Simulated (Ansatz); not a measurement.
**CdSe (Cadmoselite) under changes of volume**

One of the cells (28.102 Å³/atom); the others are scaled copies at fixed shape and fractional positions:

```
Cd Se
1.0
     4.30000    0.00000    0.00000
    -2.15000    3.72391    0.00000
     0.00000    0.00000    7.02000
Cd Se
2 2
Direct
  0.66667 0.33333 0.50000
  0.33333 0.66667 0.00000
  0.66667 0.33333 0.88500
  0.33333 0.66667 0.38500
```

* Program: Ansatz 0.2.0
* Functional: LDA
* Potentials or basis: all-electron LAPW, scalar-relativistic
* Cutoff: 257 eV (chosen from the basis error)
* Basis error allowed: 0.002 eV/atom
* k mesh: 7 × 7 × 4
* Occupations: fermi-dirac, width 0.05 eV
* Spin: no spin polarisation

| volume (Å³/atom) | energy over the lowest point (meV/atom) | pressure (GPa) | gap on the mesh (eV) | largest force (eV/Å) |
| --- | --- | --- | --- | --- |
| 26.416 | 3.74 | 1.7 | 0.55 | 0.320 |
| 26.978 | 0.00 | 0.4 | 0.51 | 0.296 |
| 27.540 | 0.62 | -0.7 | 0.47 | 0.274 |
| 28.102 | 5.11 | -1.8 | 0.43 | 0.254 |
| 28.665 | 13.02 | -2.7 | 0.39 | 0.235 |
| 29.227 | ? | ? | ? | ? |
| 29.789 | 37.73 | -4.3 | 0.31 | 0.200 |

Problem. What does the run at 29.227 Å³/atom give?

Solution. Energy over the lowest point 24.02 meV/atom; pressure -3.5 GPa; gap on the mesh 0.35 eV; largest force 0.217 eV/Å.

Worked out: A Birch-Murnaghan fit of order 3 (a polynomial in V^(-2/3)) to the other rows has its minimum at 27.17 Å³/atom with B0 = V·E''(V) = 57 GPa and B' = 4.6 at fixed shape and positions, which overstates the stiffness. It gives 24.02 meV/atom at 29.227 Å³/atom, against the run's 24.02, and -dE/dV = -3.5 GPa, against -3.5. A straight line through the other rows of the gap, of slope -2 eV per unit of ln V (its deformation potential), gives 0.35 eV, against the run's 0.35.

Energies are extrapolated to zero smearing.

Spin-orbit coupling on Cd, Se is left out.
